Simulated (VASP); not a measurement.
A run of VASP 6.6.1 is set up as follows.

INCAR

```
AGGAC = 1.0
AGGAX = 1.0
ALDAC = 0.0
ALDAX = 1.0
ALGO = Normal
EDIFF = 1E-7
EDIFFG = -0.005
ENCUT = 600
GGA = B5
IBRION = 2
ISIF = 3
ISMEAR = -1
IVDW = 13
LASPH = T
LCHARG = F
LREAL = F
LWAVE = F
NELM = 60
NSW = 40
PREC = Accurate
SIGMA = 0.05
VDW_A1 = 0.44488865
VDW_A2 = 4.0933009
VDW_S6 = 1.0
VDW_S8 = 2.34076671
```

The input KPOINTS:

```
k-points
0
Gamma
  8 8 8
```

Contents of POSCAR:

```
Ca
1.0
   -2.2400000000      2.2400000000      2.2400000000
    2.2400000000     -2.2400000000      2.2400000000
    2.2400000000      2.2400000000     -2.2400000000
Ca
1
Direct
    0.0000000000      0.0000000000      0.0000000000
```

Potentials or basis: VASP PAW PBE potentials, release 64 (Ca_sv).

Launch:

```sh
$ cat potpaw_PBE.64/Ca_sv/POTCAR > POTCAR
$ mpirun -np 1 vasp_std > vasp.out
```

(1) Predict the relaxed cell.

(2) Predict the relaxed volume.

(3) Estimate the band gap on the k mesh.

## Answers

(1) a = 3.732 Å, b = 3.732 Å, c = 3.732 Å, α = 109.47°, β = 109.47°, γ = 109.47°.

(2) 40.02 Å³/atom.

(3) none (metal or under the smearing width).

Caveat: the PAW data sets were made with another functional, which shifts forces and pressure a little; pairwise dispersion overbinds metals, which lowers pressure and volume.
